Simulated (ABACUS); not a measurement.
The system is InAs.

```
In As
1.0
     0.00000    3.01800    3.01800
     3.01800    0.00000    3.01800
     3.01800    3.01800    0.00000
In As
1 1
Direct
  0.00000 0.00000 0.00000
  0.25000 0.25000 0.25000
```

Base run:

| Property | Result |
| --- | --- |
| Program | ABACUS 3.10.1 |
| Functional | PBE |
| Potentials or basis | PseudoDojo NC SR 0.5 PBE standard |
| Cutoff | 1143 eV |
| Density cutoff | 4572 eV |
| Basis | plane waves |
| k mesh | 6 × 6 × 6 |
| Occupations | fermi-dirac, width 0.05 eV |
| Spin | no spin polarisation |

Its results: band gap on the k mesh none (metal or under the smearing width); pressure 4.4 GPa.

**Question.** The run is repeated on the same cell with these changes: functional from PBE to RPBE; potentials or basis from PseudoDojo NC SR 0.5 PBE standard to SPMS ONCV 1.0 PBE. What comes out?

**Answer.** Band gap on the k mesh none (metal or under the smearing width); pressure 6.9 GPa.

Caveats: this crystal is a semiconductor, whose small gap the functional closes, so the metal is an error of the method; the potentials were made for another functional, which shifts forces and pressure (some runs).

Not every run made on this cell is shown here.
